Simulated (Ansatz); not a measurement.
Crystal: Si.

```
Si
1.0
     0.00000    2.72185    2.72185
     2.72185    0.00000    2.72185
     2.72185    2.72185    0.00000
Si
2
Direct
  0.50000 0.50000 0.50000
  0.75000 0.75000 0.75000
```

Base run:

```yaml
Program: Ansatz 0.2.0
Functional: PBE
Potentials_or_basis: all-electron PAW datasets made for the crystal
Cutoff: 180 eV
Density_cutoff: 720 eV
k_mesh: 8 × 8 × 8
Occupations: fermi-dirac, width 0.05 eV
Spin: no spin polarisation
```

Its results: band gap on the k mesh 0.63 eV, indirect (least direct gap 2.56 eV); pressure 1.3 GPa.

Task: The run is repeated on the same cell with these changes: k mesh from 8 × 8 × 8 to 4 × 4 × 4. What comes out?

Result: Band gap on the k mesh 0.71 eV, indirect (least direct gap 2.54 eV); pressure 1.9 GPa.

Caveats: some runs use coarse meshes.

A k mesh can miss the band edges.

Not every run made on this cell is shown here.
